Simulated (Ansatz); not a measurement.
Runs of Ansatz 0.2.0 on MgO. Symmetry: Fm-3m, No. 225, cubic system. Conventional cell: a = 4.194 Å, b = 4.194 Å, c = 4.194 Å, α = 90.00°, β = 90.00°, γ = 90.00°. Mg (site symmetry m-3m) has 6 O at 2.10 Å as nearest neighbours. O (site symmetry m-3m) is surrounded by 6 Mg at 2.10 Å. The cell is a database's computed one.

```csv
task,level,potentials or basis,cell,k mesh,cutoff (eV),smearing,points for each segment of the path,driver,q mesh,other keys,gap on the mesh (eV),pressure (GPa)
band structure,BLYP+D3(BJ),PseudoDojo standard (LDA files),as given,11 × 11 × 11,1143,methfessel-paxton 0.01 eV,14,-,-,-,5.33,-3.1
phonons,PBEsol+D4,SSSP efficiency PAW,volume scaled by 1.04,8 × 8 × 8,680,tetrahedron-uncorrected,8,chain,2 × 2 × 2,scf.occupations.width = left out; …,(a),-
band structure,BLYP+D3(BJ),PseudoDojo LDA,as given,11 × 11 × 11,1143,methfessel-paxton 0.01 eV,14,chain,-,-,5.33,-3.1
projected density of states,m-r2SCAN+D4,JTH PAW,cell strained at random at fixed volume,8 × 8 × 8,1380,fermi-dirac 0.01 eV,-,chain,-,-,5.70,1.3
band structure,r2SCAN+rVV10,Ansatz PAW earlier set,volume scaled by 0.8,12 × 12 × 12,1050,fermi-dirac 0.005 eV,14,chain,-,scf.occupations.method = fermi_dirac; scf.occupations.width = 0.005,8.35,60.1
```

Alike in all rows: no spin polarisation.

Task: Estimate the missing entries.

Result: (a) 4.38.

Caveats: the potentials were made for another functional, which shifts forces and pressure (some runs); the PAW data sets were made with another functional, which shifts forces and pressure a little (some runs).

The runs don't all hold the same shells in valence.

Runs at the PBE level aren't shown here.
